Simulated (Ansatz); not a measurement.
TaS2 under changes of volume

One of the cells (18.984 Å³/atom); the others are scaled copies at fixed shape and fractional positions:

```
Ta S
1.0
     3.35000    0.00000    0.00000
    -1.67500    2.90119    0.00000
     0.00000    0.00000    5.86000
Ta S
1 2
Direct
  0.00000 0.00000 0.00000
  0.66667 0.33333 0.75000
  0.33333 0.66667 0.25000
```

* Program: Ansatz 0.2.0
* Functional: SVWN5
* Potentials or basis: Ansatz PAW
* Cutoff: 420 eV (not typed: the program's choice for these potentials)
* k mesh: 9 × 9 × 5
* Occupations: fermi-dirac, width 0.05 eV
* Spin: no spin polarisation

| volume (Å³/atom) | energy over the lowest point (meV/atom) | pressure (GPa) | largest force (eV/Å) |
| --- | --- | --- | --- |
| 17.845 | 43.77 | 11.5 | 1.907 |
| 18.225 | 21.02 | 7.8 | 1.500 |
| 18.605 | ? | ? | ? |
| 18.984 | 0.00 | 1.4 | 0.770 |
| 19.364 | 0.16 | -1.4 | 0.442 |
| 19.744 | 6.52 | -3.9 | 0.137 |
| 20.123 | 18.47 | -6.1 | 0.148 |

Question: What does the run at 18.605 Å³/atom give?

Answer: Energy over the lowest point 6.71 meV/atom; pressure 4.4 GPa; largest force 1.122 eV/Å.

Worked out: A Birch-Murnaghan fit of order 3 (a polynomial in V^(-2/3)) to the other rows has its minimum at 19.16 Å³/atom with B0 = V·E''(V) = 139 GPa and B' = 4.1 at fixed shape and positions, which overstates the stiffness. It gives 6.70 meV/atom at 18.605 Å³/atom, against the run's 6.71, and -dE/dV = 4.4 GPa, against 4.4.

Energies are extrapolated to zero smearing.

Caveats: the PAW data sets come from PBE, with cores solved anew for the run's functional, which leaves a small shift of forces and pressure; forces of over 1 eV/Å show positions far from the minimum, so gaps and moduli don't describe the material at rest (some runs).
